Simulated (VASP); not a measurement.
**KF (Carobbiite): K into a neighbouring K vacancy**

Aim: the barrier for one hop in KF (Carobbiite): K into a neighbouring K vacancy. The start is a cell from a database of measured crystal structures.

Method: PBEsol; plane waves and PAW (K_pv, F), in VASP 6.6.1.

Most raw output is cut from this account.

**1. The host crystal**

The structure is cubic, space group Fm-3m (No. 225). The conventional cell has a = 5.344 Å, b = 5.344 Å, c = 5.344 Å, α = 90.00°, β = 90.00°, γ = 90.00°. Nearest to K lie 6 F at 2.67 Å. Nearest to F lie 6 K at 2.67 Å. Farther neighbours and most contacts between anions are not listed.

Coordinates:

```cif
data_structure
_symmetry_space_group_name_H-M 'P 1'
_symmetry_Int_Tables_number 1
_cell_length_a 3.7786
_cell_length_b 3.7786
_cell_length_c 3.7786
_cell_angle_alpha 60.000
_cell_angle_beta 60.000
_cell_angle_gamma 60.000
_cell_volume 38.15
loop_
_atom_site_label
_atom_site_type_symbol
_atom_site_fract_x
_atom_site_fract_y
_atom_site_fract_z
_atom_site_occupancy
K1 K 0.00000 0.00000 0.00000 1
F2 F 0.50000 0.50000 0.50000 1
```

**2. Relax the host**

The later steps need the crystal at this functional's own lattice; a raised cutoff keeps the stress reliable while the cell changes.

INCAR

```
SYSTEM = KF
PREC = Accurate
ENCUT = 520
EDIFF = 1E-06
NELM = 120
ISMEAR = 0
SIGMA = 0.1
LREAL = .FALSE.
ALGO = Normal
GGA = PS
NBANDS = 13
LORBIT = 11
LWAVE = .FALSE.
LCHARG = .FALSE.
KPAR = 6
IBRION = 2
NSW = 40
ISIF = 3
EDIFFG = -0.02
POTIM = 0.4
```

POSCAR

```
KF
1.0
    0.0000000000      2.6718500000      2.6718500000
    2.6718500000      0.0000000000      2.6718500000
    2.6718500000      2.6718500000      0.0000000000
K F
1 1
Direct
    0.0000000000      0.0000000000      0.0000000000
    0.5000000000      0.5000000000      0.5000000000
```

KPOINTS

```
Automatic mesh
0
Gamma
6 6 6
0 0 0
```

The projector-augmented-wave data sets are K_pv and F (PBE family, release 64).

Started as:

```
$ mpirun -np 6 vasp_std
```

Wall time 7.4 s (6 MPI ranks of AMD EPYC 7R43, shared host); peak memory 0.81 GiB; 40 s of CPU time.

The gap is read on the k-mesh alone, so it is an upper bound where the band edges lie off the mesh. The PAW data sets were made with PBE, which is usual practice but a small mismatch for other functionals. The run keeps the 48 symmetry operations of its start, so it cannot find a distortion of lower symmetry.

Relaxation path:

```
step  energy less that of the first step (eV)  largest force (eV/Å)  pressure (GPa)  volume (Å³)
   1                                   0.0000                0.0000            0.47        38.15
   2                                  -0.0005                0.0000            0.23        38.39
   3                                  -0.0007                0.0000            0.00        38.65
```

```
conventional cell, symmetrised  before  after  change
                         a (Å)   5.344  5.367  +0.4 %
                         b (Å)   5.344  5.367  +0.4 %
                         c (Å)   5.344  5.367  +0.4 %
              volume (Å³/atom)   19.07  19.32  +1.3 %
```

Final coordinates:

```
K F
1.0
     0.00000    2.68342    2.68342
     2.68342    0.00000    2.68342
     2.68342    2.68342    0.00000
K F
1 1
Direct
  0.00000 0.00000 0.00000
  0.50000 0.50000 0.50000
```

Numbers from this step:

| Item | Value |
| --- | --- |
| electronic cycles | 25 |
| electrons | 14 |
| free energy (TOTEN) | -8.436 eV |
| Fermi energy | -4.515 eV |
| metallic | no |
| gap on the k-mesh | 5.943 eV |
| least direct gap on the k-mesh | 5.943 eV |

The run ended after 3 ionic steps, 0.001 eV below its first step, once forces and stress met EDIFFG = -0.02.

**3. Relax the start**

System of this step: Carobbiite. The cell holds 53 atoms: 26 K and 27 F. Cell: a = 11.385 Å, b = 11.385 Å, c = 11.385 Å, α = 60.0°, β = 60.0°, γ = 60.0°. It derives from KF (Carobbiite). Nearest the centre at fractional (0.000, 0.000, 0.167): F45 at 1.89 Å, F33 at 1.90 Å, K1 at 1.91 Å, F52 at 3.25 Å, F29 at 3.26 Å, K3 at 3.28 Å, K19 at 3.29 Å, K7 at 3.29 Å. The cell carries charge −1.

A path needs two true minima; the start is relaxed with symmetry off.

This cell carries charge -1, set by NELECT and balanced by a uniform background.

INCAR

```
SYSTEM = K26F27
PREC = Normal
ENCUT = 400
EDIFF = 1E-05
NELM = 120
ISMEAR = 0
SIGMA = 0.05
LREAL = Auto
ALGO = Fast
GGA = PS
NELECT = 372
NBANDS = 228
LORBIT = 11
LWAVE = .FALSE.
LCHARG = .FALSE.
NCORE = 6
IBRION = 2
NSW = 60
ISIF = 2
EDIFFG = -0.05
POTIM = 0.4
MAXMIX = 40
ISYM = 0
```

POSCAR

```
K26F27
1.0
    0.0000000000      8.0502561219      8.0502561219
    8.0502561219      0.0000000000      8.0502561219
    8.0502561219      8.0502561219      0.0000000000
K F
26 27
Direct
    0.0010017955     -0.0001808599      0.3343727602
    0.0032978922     -0.0021889223      0.6656180343
    0.0018417349      0.3323973395     -0.0003980091
    0.0003490606      0.3343425226      0.3330548847
    0.0001135676      0.3320219919      0.6661483668
   -0.0010578308      0.6669979200      0.0011565161
    0.0006619148      0.6660249802      0.3320324519
    0.0032003839      0.6659673816      0.6666812459
    0.3341375029     -0.0012383722     -0.0054972209
    0.3343931199     -0.0005198735      0.3328043199
    0.3288521535      0.0035430606      0.6683851499
    0.3324227968      0.3358911798      0.0025172009
    0.3321326211      0.3349500937      0.3304395790
    0.3308246022      0.3341446609      0.6661261730
    0.3321271879      0.6676286708     -0.0011409890
    0.3326300160      0.6661121566      0.3341250608
    0.3341013426      0.6666957706      0.6681126663
    0.6679690383     -0.0025481457      0.0005153402
    0.6653791538      0.0035594088      0.3319581050
    0.6647504731      0.0011363439      0.6654804773
    0.6657182508      0.3318416079      0.0016261368
    0.6677103701      0.3311300404      0.3327854763
    0.6652694770      0.3306342872      0.6699508013
    0.6675023320      0.6650918277      0.0022068390
    0.6689231228      0.6650398714      0.3329457465
    0.6632842687      0.6663676458      0.6691914132
    0.1672126201      0.1680469224      0.1650131010
    0.1629156740      0.1674484046      0.4996993222
    0.1656179207      0.1661247966      0.8360708827
    0.1678033096      0.5000270575      0.1666370036
    0.1657790118      0.5006520640      0.5015248660
    0.1655036436      0.4955710165      0.8371192365
    0.1651093330      0.8313495400      0.1683059856
    0.1665155537      0.8356270981      0.4985330750
    0.1691679398      0.8338601467      0.8324944998
    0.4965554272      0.1663490769      0.1679356041
    0.4968283726      0.1681276281      0.5028951338
    0.5006415620      0.1681421610      0.8322162303
    0.4990872858      0.4991374174      0.1676135403
    0.4989596041      0.5026947270      0.4984718647
    0.4931494692      0.5007234482      0.8363959448
    0.5011553598      0.8296912828      0.1718412864
    0.5012408836      0.8300037668      0.5002223467
    0.5008570039      0.8337980316      0.8316114688
    0.8339626946      0.1655987274      0.1667276756
    0.8328047106      0.1648341231      0.4997340486
    0.8305715881      0.1667132327      0.8333029531
    0.8313904783      0.5018089412      0.1684773912
    0.8318912316      0.5008743300      0.5003965275
    0.8317159567      0.4987372280      0.8356523419
    0.8302528642      0.8337900872      0.1682802633
    0.8359881929      0.8347213271      0.4963748723
    0.8323368277      0.8290186431      0.8347275304
```

KPOINTS

```
Automatic mesh
0
Gamma
1 1 1
0 0 0
```

Started as:

```
$ mpirun -np 6 vasp_gam
```

It took 99 s on 6 MPI ranks; peak memory 0.94 GiB.

The steps of the relaxation:

```
step  energy less that of the first step (eV)  largest force (eV/Å)
   1                                   0.0000                0.6929
   2                                  -0.1974                0.5905
   3                                  -0.5210                0.2321
   4                                  -0.5355                0.3120
   5                                  -0.5838                0.2165
   6                                  -0.6316                0.0803
   7                                  -0.6409                0.0511
   8                                  -0.6466                0.0247
```

The atoms that moved most (Å):

```
atom      dx      dy      dz  length
 F45   0.202  -0.003   0.000   0.202
 F29  -0.011  -0.015   0.199   0.200
 F33   0.003   0.193   0.029   0.195
 F35  -0.188  -0.019  -0.027   0.191
 F51  -0.013   0.007  -0.177   0.178
 F47  -0.005  -0.175   0.007   0.175
  K1  -0.068  -0.073  -0.003   0.100
  K2   0.081   0.034  -0.020   0.090
```

A gap read on the k-mesh alone can miss the band edges.

Numbers from this step:

```
electronic cycles              : 80
electrons                      : 372
free energy (TOTEN)            : -226.1176 eV
Fermi energy                   : -4.647 eV
gap on the k-mesh              : 5.804 eV
least direct gap on the k-mesh : 5.804 eV
```

The run ended after 8 ionic steps, 0.647 eV below its first step, once the forces on the free atoms met EDIFFG = -0.05.

**4. Relax the end**

The end state is relaxed in the same way, so that both ends share their errors.

This cell carries charge -1, set by NELECT and balanced by a uniform background.

INCAR is that of step 3.

POSCAR

```
K26F27
1.0
    0.0000000000      8.0502561219      8.0502561219
    8.0502561219      0.0000000000      8.0502561219
    8.0502561219      8.0502561219      0.0000000000
K F
26 27
Direct
    0.0008254023     -0.0014133670      0.0014094742
    0.0019390908     -0.0001996387      0.6653027404
    0.0018856341      0.3319673534      0.0030147661
    0.0004893414      0.3326638770      0.3325310101
    0.0000437262      0.3337218068      0.6665483396
    0.0023921472      0.6628466413     -0.0003310228
    0.0038858836      0.6660535386      0.3310318742
   -0.0015702471      0.6659209122      0.6686372969
    0.3294445087      0.0010583689      0.0060757329
    0.3324785605     -0.0030077904      0.3344041967
    0.3340768732      0.0023029982      0.6647826127
    0.3288220017      0.3379482706     -0.0022245669
    0.3369297547      0.3301545529      0.3324936887
    0.3336002814      0.3376089245      0.6637535302
    0.3299644600      0.6709617593      0.0007235636
    0.3325682589      0.6642874014      0.3340398507
    0.3294422660      0.6698221454      0.6681499112
    0.6649420557      0.0011300649      0.0001158158
    0.6657469897     -0.0019884109      0.3339214413
    0.6665391790     -0.0007016189      0.6662801511
    0.6671677927      0.3347034805     -0.0012293071
    0.6660726048      0.3322758171      0.3335879039
    0.6663943859      0.3348944797      0.6637974505
    0.6676056508      0.6666201875     -0.0027919845
    0.6631612454      0.6651554381      0.3358447123
    0.6647122804      0.6651121430      0.6692659107
    0.1634399246      0.1670955149      0.1681516013
    0.1665777538      0.1672589772      0.4996455222
    0.1701638468      0.1616722457      0.8343384450
    0.1689072133      0.4968779805      0.1659635673
    0.1657670590      0.5007511892      0.5000558869
    0.1662770069      0.5020759157      0.8318680139
    0.1662657420      0.8339256368      0.1649069467
    0.1647578574      0.8330993045      0.5013396862
    0.1624295611      0.8350093672      0.8331970903
    0.4982949760      0.1684412395      0.1649902843
    0.5000482128      0.1643457551      0.5021846100
    0.4981385991      0.1624225138      0.8360224884
    0.4943746783      0.5038121246      0.1705562655
    0.4966704314      0.4989087685      0.5032306106
    0.4997248587      0.4991572980      0.8357335693
    0.4998246077      0.8312509583      0.1680494357
    0.4988646042      0.8327919312      0.5016305316
    0.5003615708      0.8307968695      0.8324112689
    0.8332398700      0.1687031353      0.1671180947
    0.8325200427      0.1655346802      0.5014664403
    0.8343357403      0.1648948741      0.8367648182
    0.8332757669      0.4988618771      0.1663321047
    0.8340149954      0.4985955845      0.4996616653
    0.8319485824      0.5021894756      0.8347185852
    0.8335618463      0.8366742385      0.1656909580
    0.8326601864      0.8330965290      0.4986649432
    0.8316915277      0.8348879497      0.8314937138
```

KPOINTS is that of step 3.

Started as:

```
$ mpirun -np 6 vasp_gam
```

Run time: 1.9 min. Hardware: 6 MPI ranks; peak memory 1 GiB; 11 min of CPU time.

Step by step:

```
step  energy less that of the first step (eV)  largest force (eV/Å)
   1                                   0.0000                0.7100
   2                                  -0.2242                0.6063
   3                                  -0.5730                0.2959
   4                                  -0.5809                0.3586
   5                                  -0.6279                0.2514
   6                                  -0.6827                0.0931
   7                                  -0.6829                0.0926
   8                                  -0.6923                0.0591
   9                                  -0.6982                0.0268
```

The atoms that moved most (Å):

```
atom      dx      dy      dz  length
 F27  -0.008   0.017   0.210   0.211
 F45  -0.015  -0.199  -0.022   0.201
 F46   0.195  -0.006   0.007   0.196
 F52   0.003   0.007  -0.194   0.194
 F34  -0.001   0.191   0.010   0.191
 F33  -0.177   0.013  -0.010   0.178
  K8  -0.009  -0.069   0.072   0.100
 K16   0.077  -0.057   0.014   0.097
```

This step gave:

| Quantity | Value |
| --- | --- |
| electronic cycles | 86 |
| free energy (TOTEN) | -226.1171 eV |
| Fermi energy | -4.555 eV |
| gap on the k-mesh | 5.802 eV |
| least direct gap on the k-mesh | 5.802 eV |

The run ended after 9 ionic steps, 0.698 eV below its first step, once the forces on the free atoms met EDIFFG = -0.05.

[end of part 1 of 2]

[Lines on the potential files, build, host, timing and source positions are cut from VASP's logs without a mark.]

[Logs are printed without paths, hosts, clocks, repeated set-up lines and the standing remarks that a program may print on its own settings, such as how far it seeks lower states.]

[Hosts, paths, dates, database ids (printed as entryN), source tags and the programs' standing remarks are cut or masked in the printed files.]

[Runs that stopped without an error message from VASP are left out.]
